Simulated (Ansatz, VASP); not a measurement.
# Al in VASP and in Ansatz

```
Al
1.0
     0.00000    1.83205    2.07102
     1.83205    0.00000    2.07102
     1.83205    1.83205    0.00000
Al
1
Direct
  0.00000 0.00000 0.00000
```

Change from the starting cell: strain -0.080 along x and y, +0.040 along z, atoms carried along.

Alike in both runs: task single point; functional PBE; dispersion D3(BJ); k mesh 26 × 26 × 26; occupations gaussian, width 0.15 eV; no spin polarisation.

```csv
,VASP,Ansatz
version,VASP 6.6.1,Ansatz 0.2.0
potentials or method,"VASP PAW PBE potentials, release 64 (Al)","scalar-relativistic, plane waves, PAW"
plane-wave cutoff (eV),520,420
valence electrons in the cell,3,3
```

```tsv
	VASP	Ansatz	Ansatz less VASP
gap on the k mesh at the Fermi level (eV)	none	none	-
pressure (GPa)	16.3	16.4	+0.02
largest component of the traceless stress (GPa)	10.63	10.62	-0.010
```

A gap of «none» marks a metal or a gap that the smearing closes.

Caveats: so large a pressure means that the cell lies far from this level's equilibrium, or that cutoff or potentials fall short (VASP); pairwise dispersion overbinds metals, which lowers pressure and volume.
